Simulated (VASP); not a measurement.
# MgSe (Fm-3m) in VASP: band structure with PBE

Aim: the band structure of MgSe with PBE.

Program: VASP 6.6.1. These are calculated values, not measurements. Logs are shortened: lines on timing, memory, paths and dates and some standing lists are left out, and cuts for length are marked.

**1. The crystal as given**

The structure is cubic, space group Fm-3m (No. 225). The conventional cell has a = 5.504 Å, b = 5.504 Å, c = 5.504 Å, α = 90.00°, β = 90.00°, γ = 90.00°. Mg (site symmetry m-3m) is surrounded by 6 Se at 2.75 Å. Se (site symmetry m-3m) is surrounded by 6 Mg at 2.75 Å.

The cell was built by a generator and needn't be a form met in nature.

**2. Band structure, PBE**

INCAR reads:

```
ALGO     = Normal         # electronic algorithm
EDIFF    = 1E-6           # SCF threshold, eV
ENCUT    = 700            # plane-wave cutoff, eV
GGA      = PE             # functional
ISIF     = 2              # what is computed and relaxed
ISMEAR   = 0              # smearing method
LASPH    = True           # aspherical terms in the spheres
LCHARG   = False          # write CHGCAR
LREAL    = False          # projectors in reciprocal space
LWAVE    = False          # write WAVECAR
NELM     = 80             # most SCF steps
PREC     = Accurate       # precision mode
SIGMA    = 0.02           # smearing width, eV
```

KPOINTS reads:

```
k-points
0
Gamma
  8 8 8
```

POSCAR reads:

```
MgSe                                    
1.0
    0.0000000000      2.7520238072      2.7520238072
    2.7520238072      0.0000000000      2.7520238072
    2.7520238072      2.7520238072      0.0000000000
  Mg              Se            
     1     1
Direct
     0.0000000000000000    0.0000000000000000    0.0000000000000000
     0.5000000000000000    0.5000000000000000    0.5000000000000000
```

KPOINTS_OPT reads:

```
path GXWKGLUWLK,UX
10
line-mode
reciprocal
 0.0000000000  0.0000000000  0.0000000000  G
 0.5000000000  0.0000000000  0.5000000000  X

 0.5000000000  0.0000000000  0.5000000000  X
 0.5000000000  0.2500000000  0.7500000000  W

 0.5000000000  0.2500000000  0.7500000000  W
 0.3750000000  0.3750000000  0.7500000000  K

 0.3750000000  0.3750000000  0.7500000000  K
 0.0000000000  0.0000000000  0.0000000000  G

 0.0000000000  0.0000000000  0.0000000000  G
 0.5000000000  0.5000000000  0.5000000000  L

 0.5000000000  0.5000000000  0.5000000000  L
 0.6250000000  0.2500000000  0.6250000000  U

 0.6250000000  0.2500000000  0.6250000000  U
 0.5000000000  0.2500000000  0.7500000000  W

 0.5000000000  0.2500000000  0.7500000000  W
 0.5000000000  0.5000000000  0.5000000000  L

 0.5000000000  0.5000000000  0.5000000000  L
 0.3750000000  0.3750000000  0.7500000000  K

 0.6250000000  0.2500000000  0.6250000000  U
 0.5000000000  0.0000000000  0.5000000000  X
```

Potentials or basis: VASP PAW PBE potentials, release 64 (Mg, Se).

The run is started by

```sh
cat potpaw_PBE.64/Mg/POTCAR potpaw_PBE.64/Se/POTCAR > POTCAR
mpirun -np 1 vasp_std > vasp.out
```

OUTCAR:

```text
EDIFF = 1E-6
   ENCUT = 700
   GGA = PE
   ISIF = 2
   ISMEAR = 0
   LASPH = True
   LREAL = False
   NELM = 80
   PREC = Accurate

 ion  position               nearest neighbor table
   1  0.000  0.000  0.000-   2 2.75   2 2.75   2 2.75   2 2.75   2 2.75   2 2.75
   2  0.500  0.500  0.500-   1 2.75   1 2.75   1 2.75   1 2.75   1 2.75   1 2.75

  LATTYP: Found a face centered cubic cell.
 ALAT       =     5.5040476144

  Lattice vectors:

 A1 = (   0.0000000000,   2.7520238072,   2.7520238072)
 A2 = (   2.7520238072,   0.0000000000,   2.7520238072)
 A3 = (   2.7520238072,   2.7520238072,   0.0000000000)

Analysis of symmetry for initial positions (statically):
=====================================================================
 Subroutine PRICEL returns:
 Original cell was already a primitive cell.

 Routine SETGRP: Setting up the symmetry group for a
 face centered cubic supercell.

 Subroutine GETGRP returns: Found 48 space group operations
 (whereof 48 operations were pure point group operations)
 out of a pool of 48 trial point group operations.

The static configuration has the point symmetry O_h .

Analysis of symmetry for dynamics (positions and initial velocities):
=====================================================================
 Subroutine PRICEL returns:
 Original cell was already a primitive cell.

 Routine SETGRP: Setting up the symmetry group for a
 face centered cubic supercell.

 Subroutine GETGRP returns: Found 48 space group operations
 (whereof 48 operations were pure point group operations)
 out of a pool of 48 trial point group operations.

The dynamic configuration has the point symmetry O_h .

 Subroutine INISYM returns: Found 48 space group operations
 (whereof 48 operations are pure point group operations),
 and found     1 'primitive' translations

----------------------------------------------------------------------------------------

                                     Primitive cell

  volume of cell :      41.6856

  direct lattice vectors                    reciprocal lattice vectors
     0.000000000  2.752023807  2.752023807    -0.181684475  0.181684475  0.181684475
     2.752023807  0.000000000  2.752023807     0.181684475 -0.181684475  0.181684475
     2.752023807  2.752023807  0.000000000     0.181684475  0.181684475 -0.181684475

  length of vectors
     3.891949392  3.891949392  3.891949392     0.314686741  0.314686741  0.314686741

  position of ions in fractional coordinates (direct lattice)
     0.000000000  0.000000000  0.000000000
     0.500000000  0.500000000  0.500000000

  ion indices of the primitive-cell ions
   primitive index   ion index
                 1           1
                 2           2

----------------------------------------------------------------------------------------

 KPOINTS: k-points

Automatic generation of k-mesh.
 Grid dimensions read from file:
 generate k-points for:    8    8    8

 Generating k-lattice:

  Cartesian coordinates                     Fractional coordinates (reciprocal lattice)
    -0.022710559  0.022710559  0.022710559     0.125000000  0.000000000  0.000000000
     0.022710559 -0.022710559  0.022710559     0.000000000  0.125000000  0.000000000
     0.022710559  0.022710559 -0.022710559     0.000000000  0.000000000  0.125000000

  Length of vectors
     0.039335843  0.039335843  0.039335843

  Shift w.r.t. Gamma in fractional coordinates (k-lattice)
     0.000000000  0.000000000  0.000000000

 Subroutine IBZKPT returns following result:
 ===========================================

 Found     29 irreducible k-points:

 Following reciprocal coordinates:
            Coordinates               Weight
  0.000000  0.000000  0.000000      1.000000
  0.125000  0.000000  0.000000      8.000000
  0.250000  0.000000  0.000000      8.000000
  0.375000  0.000000  0.000000      8.000000
  0.500000  0.000000  0.000000      4.000000
  0.125000  0.125000  0.000000      6.000000
[... 16 lines left out ...]
  0.500000  0.250000  0.125000     48.000000
 -0.375000  0.250000  0.125000     24.000000
 [... further k-points ...]
   k-points           NKPTS =     29   k-points in BZ     NKDIM =     29   number of bands    NBANDS=      8
   number of dos      NEDOS =    301   number of ions     NIONS =      2
   total plane-waves  NPLWV =  46656
   dimension x,y,z NGX =    36 NGY =   36 NGZ =   36
   dimension x,y,z NGXF=    72 NGYF=   72 NGZF=   72
   ions per type =               1   1
   NGX,Y,Z   is equivalent  to a cutoff of  15.38, 15.38, 15.38 a.u.
   NGXF,Y,Z  is equivalent  to a cutoff of  30.76, 30.76, 30.76 a.u.
 SYSTEM =  unknown system
   PREC   = accura    normal or accurate (medium, high low for compatibility)
   ISTART =      0    job   : 0-new  1-cont  2-samecut
   ICHARG =      2    charge: 1-file 2-atom 10-const
   ISPIN  =      1    spin polarized calculation?
   LNONCOLLINEAR =      F non collinear calculations
   LSORBIT =      F    spin-orbit coupling
   LASPH  =      T    aspherical Exc in radial PAW
   ENCUT  =  700.0 eV  51.45 Ry    7.17 a.u.   8.40  8.40  8.40*2*pi/ulx,y,z
   NELM   =     80;   NELMIN=  2; NELMDL= -5     # of ELM steps
   EDIFF  = 0.1E-05   stopping-criterion for ELM
   LREAL  =      F    real-space projection
   EDIFFG = 0.1E-04   stopping-criterion for IOM
   NSW    =      0    number of steps for IOM
   IBRION =     -1    ionic relax: 0-MD 1-quasi-New 2-CG
   NFREE  =      0    steps in history (QN), initial steepest desc. (CG)
   ISIF   =      2    stress and relaxation
   ISYM   =      2    0-nonsym 1-usesym 2-fastsym
   POTIM  = 0.5000    time-step for ionic-motion
   TEBEG  =    0.0;   TEEND  =   0.0 temperature during run
   PSTRESS=    0.0 pullay stress
   NELECT =       8.0000    total number of electrons
   NUPDOWN=      -1.0000    fix difference up-down
   EMIN   =  10.00;   EMAX   =-10.00  energy-range for DOS
   EFERMI =   0.00;   METHOD = LEGACY
   ISMEAR =     0;   SIGMA  =   0.02  broadening in eV -4-tet -1-fermi 0-gaus
   EFERMI_NEDOS =   21; number of points for ismear=-14 and -15
   IALGO  =     38    algorithm
   IMIX   =      4    mixing-type and parameters
     AMIX     =   0.40;   BMIX     =  1.00
     AMIX_MAG =   1.60;   BMIX_MAG =  1.00
  volume/ion in A,a.u.               =      20.84       140.65
  Fermi-wavevector in a.u.,A,eV,Ry     =   0.944299  1.784465 12.132311  0.891700
  Thomas-Fermi vector in A             =   2.072090
   LORBIT       =      0    0 simple, 1 ext, 2 COOP (PROOUT), +10 PAW based schemes
   GGA     = PE    functional components
   LHFCALC =     F    Hartree Fock is set to
   AEXX    =    0.0000 exact exchange contribution
   IVDW    =     0    specifies the selected vdW correction
   LEPSILON=     F    determine dielectric tensor
   LRPA    =     F    only Hartree local field effects (RPA)
 non-spin polarized calculation
 Gauss-broadening in eV      SIGMA  =   0.02
  energy-cutoff  :      700.00
  volume of cell :       41.69
 maximum number of plane-waves:      1807
 NGX is ok and might be reduce to    36
   NGX = 17   NGY = 17   NGZ = 17

 number of electron       8.0000000 magnetization

 Free energy of the ion-electron system (eV)
  ---------------------------------------------------
  ext. energy  EPLUGINS =         0.00000000
  ---------------------------------------------------
  free energy    TOTEN  =        -7.49056182 eV

  energy without entropy =       -7.49056182  energy(sigma->0) =       -7.49056182

 E-fermi :   3.1055     XC(G=0):  -9.3726

 val. band max:        2.9860757976   @ k =   0.0000   0.0000   0.0000
 cond. band min:       4.7388640362   @ k =   0.5000   0.5000   0.0000
 fundamental gap:      1.7527882386
 Fermi energy:         3.1054983371

 k-point     1 :       0.0000    0.0000    0.0000
  band No.  band energies     occupation
      1      -9.8000      2.00000
      2       2.9861      2.00000
      3       2.9861      2.00000
      4       2.9861      2.00000
      5       5.3913      0.00000
      6      10.4071      0.00000
      7      10.4071      0.00000
      8      10.4071      0.00000

 k-point     2 :       0.1250    0.0000    0.0000
  band No.  band energies     occupation
      1      -9.6739      2.00000
      2       1.7861      2.00000
      3       2.8913      2.00000
      4       2.8913      2.00000
      5       6.3677      0.00000
      6      10.0737      0.00000
      7      10.6148      0.00000
      8      10.6148      0.00000

 k-point     3 :       0.2500    0.0000    0.0000
  band No.  band energies     occupation
      1      -9.3372      2.00000
      2       0.0468      2.00000
      3       2.6853      2.00000
      4       2.6853      2.00000
      5       7.0091      0.00000
      6      10.0142      0.00000
      7      10.0142      0.00000
      8      10.6020      0.00000

 k-point     4 :       0.3750    0.0000    0.0000
  band No.  band energies     occupation
      1      -8.9381      2.00000
      2      -1.2917      2.00000
      3       2.5049      2.00000
      4       2.5049      2.00000
      5       6.8782      0.00000
      6       9.3005      0.00000
      7       9.3005      0.00000
      8      11.4331      0.00000

 k-point     5 :       0.5000    0.0000    0.0000
  band No.  band energies     occupation
      1      -8.7464      2.00000
      2      -1.8085      2.00000
      3       2.4361      2.00000
      4       2.4361      2.00000
      5       6.7773      0.00000
      6       9.0477      0.00000
      7       9.0477      0.00000
      8      11.3856      0.00000

 k-point     6 :       0.1250    0.1250    0.0000
  band No.  band energies     occupation
      1      -9.6324      2.00000
      2       1.8111      2.00000
      3       2.6495      2.00000
      4       2.6495      2.00000
      5       6.7611      0.00000
      6       9.4460      0.00000
      7      10.4976      0.00000
      8      11.0523      0.00000

 k-point     7 :       0.2500    0.1250    0.0000
  band No.  band energies     occupation
      1      -9.3668      2.00000
      2       0.5147      2.00000
      3       2.3644      2.00000
      4       2.4269      2.00000
      5       7.5090      0.00000
      6       9.2353      0.00000
      7       9.4534      0.00000
      8      11.0987      0.00000
[... 133 lines left out ...]
 k-point    20 :      -0.3750    0.3750    0.0000
  band No.  band energies     occupation
      1      -8.4487      2.00000
      2      -0.6487      2.00000
      3      -0.2380      2.00000
      4       1.6100      2.00000
      5       5.9885      0.00000
      6       9.2327      0.00000
      7      11.7939      0.00000
      8      12.6720      0.00000

 k-point    21 :       0.5000    0.5000    0.0000
  band No.  band energies     occupation
      1      -8.4449      2.00000
      2      -1.1247      2.00000
      3       1.2691      2.00000
      4       1.2691      2.00000
      5       4.7389      0.00000
      6       7.0284      0.00000
      7      14.4535      0.00000
      8      14.9015      0.00000

 k-point    22 :       0.3750    0.2500    0.1250
  band No.  band energies     occupation
      1      -9.0764      2.00000
      2      -0.1990      2.00000
      3       1.5134      2.00000
      4       2.3188      2.00000
      5       7.7370      0.00000
      6       9.0348      0.00000
      7       9.1818      0.00000
      8      11.2758      0.00000

 k-point    23 :       0.5000    0.2500    0.1250
  band No.  band energies     occupation
      1      -8.7428      2.00000
      2      -0.9584      2.00000
      3       0.9869      2.00000
      4       1.9955      2.00000
      5       7.6701      0.00000
      6       8.6331      0.00000
      7      10.1658      0.00000
      8      11.1659      0.00000

 k-point    24 :      -0.3750    0.2500    0.1250
  band No.  band energies     occupation
      1      -8.5877      2.00000
      2      -1.3010      2.00000
      3       0.8483      2.00000
      4       1.8250      2.00000
      5       7.6562      0.00000
      6       8.3490      0.00000
      7      10.6451      0.00000
      8      11.9188      0.00000

 [... further k-points ...]
[... 5 lines left out ...]
  --------------------------------------------------------------------------------------
  -------------------------------------------------------------------------------------
  Total        0.0043077      0.0043077      0.0043077      0.0000000      0.0000000      0.0000000
  in kB        0.1655662      0.1655662      0.1655662      0.0000000      0.0000000      0.0000000
  external PRESSURE =       0.1655662 kB  Pullay stress =       0.0000000 kB

 VOLUME and BASIS-vectors are now :
 -----------------------------------------------------------------------------
  energy-cutoff  :      700.00
  volume of cell :       41.69
      direct lattice vectors                 reciprocal lattice vectors
     0.000000000  2.752023807  2.752023807    -0.181684475  0.181684475  0.181684475
     2.752023807  0.000000000  2.752023807     0.181684475 -0.181684475  0.181684475
     2.752023807  2.752023807  0.000000000     0.181684475  0.181684475 -0.181684475

 POSITION                                       TOTAL-FORCE (eV/Angst)
 -----------------------------------------------------------------------------------
      0.00000      0.00000      0.00000        -0.000000      0.000000      0.000000
      2.75202      2.75202      2.75202         0.000000     -0.000000     -0.000000
 -----------------------------------------------------------------------------------
    total drift:                                0.000000      0.000000      0.000000

  FREE ENERGIE OF THE ION-ELECTRON SYSTEM (eV)
  ---------------------------------------------------
  free  energy   TOTEN  =        -7.4905618192 eV

  energy  without entropy=       -7.4905618192  energy(sigma->0) =       -7.49056182
```

It took 20 s on 1 thread of Intel Xeon Platinum 8488C (Sapphire Rapids), shared host; peak memory 0.22 GiB.

What came out:

```
Free energy             : -7.4906 eV
Pressure                : 0.0 GPa
Band gap on the k mesh  : 1.75 eV, indirect (least direct gap 2.41 eV)
Band gap along the path : 1.75 eV, indirect (least direct gap 2.41 eV)
```

Levels at the corners of the path, in eV from the valence-band top:
| point | band 1 | band 2 | band 3 | band 4 | band 5 | band 6 | band 7 | band 8 |
| --- | --- | --- | --- | --- | --- | --- | --- | --- |
| Γ | -12.79 | 0.00 | 0.00 | 0.00 | 2.41 | 7.42 | 7.42 | 7.42 |
| X | -11.43 | -4.11 | -1.72 | -1.72 | 1.75 | 4.04 | 11.47 | 11.92 |
| X | -11.43 | -4.11 | -1.72 | -1.72 | 1.75 | 4.04 | 11.47 | 11.92 |
| W | -11.40 | -3.19 | -3.19 | -2.47 | 4.43 | 6.87 | 7.53 | 7.53 |
| W | -11.40 | -3.19 | -3.19 | -2.47 | 4.43 | 6.87 | 7.53 | 7.53 |
| K | -11.43 | -3.63 | -3.22 | -1.38 | 3.00 | 6.25 | 8.81 | 9.69 |
| K | -11.43 | -3.63 | -3.22 | -1.38 | 3.00 | 6.25 | 8.81 | 9.69 |
| Γ | -12.79 | 0.00 | 0.00 | 0.00 | 2.41 | 7.42 | 7.42 | 7.42 |
| Γ | -12.79 | 0.00 | 0.00 | 0.00 | 2.41 | 7.42 | 7.42 | 7.42 |
| L | -11.73 | -4.79 | -0.55 | -0.55 | 3.79 | 6.06 | 6.06 | 8.40 |
| L | -11.73 | -4.79 | -0.55 | -0.55 | 3.79 | 6.06 | 6.06 | 8.40 |
| U | -11.43 | -3.63 | -3.22 | -1.38 | 3.00 | 6.25 | 8.81 | 9.69 |
| U | -11.43 | -3.63 | -3.22 | -1.38 | 3.00 | 6.25 | 8.81 | 9.69 |
| W | -11.40 | -3.19 | -3.19 | -2.47 | 4.43 | 6.87 | 7.53 | 7.53 |
| W | -11.40 | -3.19 | -3.19 | -2.47 | 4.43 | 6.87 | 7.53 | 7.53 |
| L | -11.73 | -4.79 | -0.55 | -0.55 | 3.79 | 6.06 | 6.06 | 8.40 |
| L | -11.73 | -4.79 | -0.55 | -0.55 | 3.79 | 6.06 | 6.06 | 8.40 |
| K | -11.43 | -3.63 | -3.22 | -1.38 | 3.00 | 6.25 | 8.81 | 9.69 |
| U | -11.43 | -3.63 | -3.22 | -1.38 | 3.00 | 6.25 | 8.81 | 9.69 |
| X | -11.43 | -4.11 | -1.72 | -1.72 | 1.75 | 4.04 | 11.47 | 11.92 |

PBE gaps usually lie below the measured ones, often by a third to a half.
